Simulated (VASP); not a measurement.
# Sm (I4/mmm) in VASP: a series of runs, part 2 of 2

VASP 6.6.1.

## 3. Single point, PBE, collinear spin, ferromagnetic start

The input, INCAR:

```
SYSTEM = Sm
PREC = Accurate
ENCUT = 650
EDIFF = 1E-6
ISMEAR = 1
SIGMA = 0.2
LREAL = .False.
LASPH = .True.
NELM = 100
ALGO = Normal
ISIF = 2
LWAVE = .False.
LCHARG = .False.
ISPIN = 2
MAGMOM = 5
LORBIT = 11
LMAXMIX = 6
GGA = PE
ADDGRID = .False.
```

The input, KPOINTS:

```
regular mesh
0
Gamma
  3 3 3
  0 0 0
```

The input, POSCAR:

```
Sm
1.0
   -1.8424340000      1.8281900000      2.5309280000
    1.8521830000     -1.8921630000      2.5832430000
    1.7732950000      1.8230240000     -2.5763240000
Sm
1
Direct
    0.0008670000     -0.0165060000      0.0081580000
```

Potentials or basis: VASP PAW PBE potentials, release 64 (Sm).

Run with:

```console
$ cat potpaw_PBE.64/Sm/POTCAR > POTCAR
$ mpirun -np 1 vasp_std > vasp.out
```

Run time: 41 s. Hardware: 1 thread of Intel Xeon Platinum 8488C (Sapphire Rapids), shared host; peak memory 0.21 GiB.

The run converged, but some of its settings lie outside the range that counts as converged, so its numbers aren't taken as properties of the crystal.

Results:

```yaml
Free_energy: -9.3448 eV
Pressure: 2.8 GPa
Band_gap_on_the_k_mesh: none (metal or under the smearing width)
Net_moment: 6.90 μB per cell
Site_moments: Sm +5.81 μB
Valence_electrons_inside_the_program's_atomic_spheres: Sm 13.68
```

Caveat: the k mesh is coarse (spacing up to 0.83 Å⁻¹), so the values aren't converged; the magnetic or orbital state may not be the lowest; spin-orbit coupling is left out, which moves the levels of the heavy elements.

## 4. Single point, PBE, collinear spin, ferromagnetic start

Changes to INCAR since step 3:

```diff
@@ -2,3 +2,3 @@
 PREC = Accurate
-ENCUT = 650
+ENCUT = 400
 EDIFF = 1E-6
```

The input, KPOINTS:

```
regular mesh
0
Gamma
  4 4 4
  0 0 0
```

The input, POSCAR:

```
Sm
1.0
   -1.8173030691      1.8173030691      2.5609871902
    1.8173030691     -1.8173030691      2.5609871902
    1.8173030691      1.8173030691     -2.5609871902
Sm
1
Direct
    0.0000000000      0.0000000000      0.0000000000
```

Potentials or basis: VASP PAW PBE potentials, release 64 (Sm).

Run with:

```console
$ cat potpaw_PBE.64/Sm/POTCAR > POTCAR
$ mpirun -np 1 vasp_std > vasp.out
```

OUTCAR:

```text
SYSTEM = Sm
   PREC = Accurate
   ENCUT = 400
   EDIFF = 1E-6
   ISMEAR = 1
   LREAL = .False.
   LASPH = .True.
   NELM = 100
   ISIF = 2
   ISPIN = 2
   LORBIT = 11
   GGA = PE

 Found     13 irreducible k-points:

 Following reciprocal coordinates:
            Coordinates               Weight
  0.000000  0.000000  0.000000      1.000000
  0.250000  0.000000  0.000000      8.000000
  0.500000  0.000000  0.000000      4.000000
  0.250000  0.250000  0.000000      8.000000
  0.500000  0.250000 -0.000000     16.000000
 -0.250000  0.250000  0.000000      4.000000
   k-points           NKPTS =     13   k-points in BZ     NKDIM =     13   number of bands    NBANDS=     15
   number of dos      NEDOS =    301   number of ions     NIONS =      1
   total plane-waves  NPLWV =  13824
[... 301 lines left out ...]
  Total        0.3468762      0.3468762      0.3513021      0.0000000      0.0000000      0.0000000
  in kB       16.4271766     16.4271766     16.6367752      0.0000000      0.0000000      0.0000000
  external PRESSURE =      16.4970428 kB  Pullay stress =       0.0000000 kB

 VOLUME and BASIS-vectors are now :
 -----------------------------------------------------------------------------
  energy-cutoff  :      400.00
  volume of cell :       33.83
      direct lattice vectors                 reciprocal lattice vectors
    -1.817303069  1.817303069  2.560987190     0.000000000  0.275132975  0.195237212
     1.817303069 -1.817303069  2.560987190     0.275132975  0.000000000  0.195237212
     1.817303069  1.817303069 -2.560987190     0.275132975  0.275132975  0.000000000

 POSITION                                       TOTAL-FORCE (eV/Angst)
 -----------------------------------------------------------------------------------
      0.00000      0.00000      0.00000        -0.000000     -0.000000     -0.000000
 -----------------------------------------------------------------------------------
    total drift:                                0.000000      0.000000      0.000000

  FREE ENERGIE OF THE ION-ELECTRON SYSTEM (eV)
  ---------------------------------------------------
  free  energy   TOTEN  =        -9.2274777612 eV

  energy  without entropy=       -9.2065864652  energy(sigma->0) =       -9.22051400

 total charge

# of ion       s       p       d       f       tot
--------------------------------------------------
    1        2.073   5.603   0.480   5.527  13.683

 magnetization (x)

# of ion       s       p       d       f       tot
--------------------------------------------------
    1        0.007  -0.039   0.305   5.521   5.794
```

OSZICAR:

```text
N       E                     dE             d eps       ncg     rms          rms(c)
DAV:   1     0.809034422203E+02    0.80903E+02   -0.52944E+03   924   0.326E+03
DAV:   2     0.246129485556E+01   -0.78442E+02   -0.73919E+02   989   0.244E+02
DAV:   3    -0.648281733592E+01   -0.89441E+01   -0.86835E+01  1213   0.804E+01
[... 17 lines left out ...]
DAV:  21    -0.922746742332E+01    0.33561E-04   -0.10956E-04  1066   0.198E-01    0.979E-02
DAV:  22    -0.922748986054E+01   -0.22437E-04   -0.47121E-05  1240   0.108E-01    0.119E-01
DAV:  23    -0.922747151563E+01    0.18345E-04   -0.10100E-04  1278   0.165E-01    0.356E-02
DAV:  24    -0.922747701551E+01   -0.54999E-05   -0.14168E-05  1229   0.914E-02    0.263E-02
DAV:  25    -0.922747776125E+01   -0.74574E-06   -0.12472E-06   795   0.275E-02
   1 F= -.92274778E+01 E0= -.92205140E+01  d E =-.208913E-01  mag=     6.8612
```

Run time: 17 s. Hardware: 1 thread of Intel Xeon Platinum 8488C (Sapphire Rapids), shared host; peak memory 0.16 GiB.

The run converged, but some of its settings lie outside the range that counts as converged, so its numbers aren't taken as properties of the crystal.

What came out:

- Free energy: -9.2275 eV
- Pressure: 1.6 GPa
- Band gap on the k mesh: none (metal or under the smearing width)
- Net moment: 6.86 μB per cell
- Site moments: Sm +5.79 μB
- Valence electrons inside the program's atomic spheres: Sm 13.68

Caveat: the k mesh is coarse (spacing up to 0.61 Å⁻¹), so the values aren't converged; the cutoff is under 1.25 times the usual one of these potentials, so pressure, stress and relaxed cells hold a basis-set (Pulay) error; the magnetic or orbital state may not be the lowest; spin-orbit coupling is left out, which moves the levels of the heavy elements.

## 5. The reference run

An earlier run on the cell as given: functional PBE; potentials or basis VASP PAW PBE potentials, release 64 (Sm); cutoff 520 eV; k mesh 10 × 10 × 10; occupations fermi-dirac, width 0.05 eV; collinear spin, ferromagnetic start; starting moments [5.0] μB.

* Pressure: 2.8 GPa
* Band gap on the k mesh: none (metal or under the smearing width)
* Net moment: 6.56 μB per cell
* Site moments: Sm +5.71 μB
* Valence electrons inside the program's atomic spheres: Sm 13.66
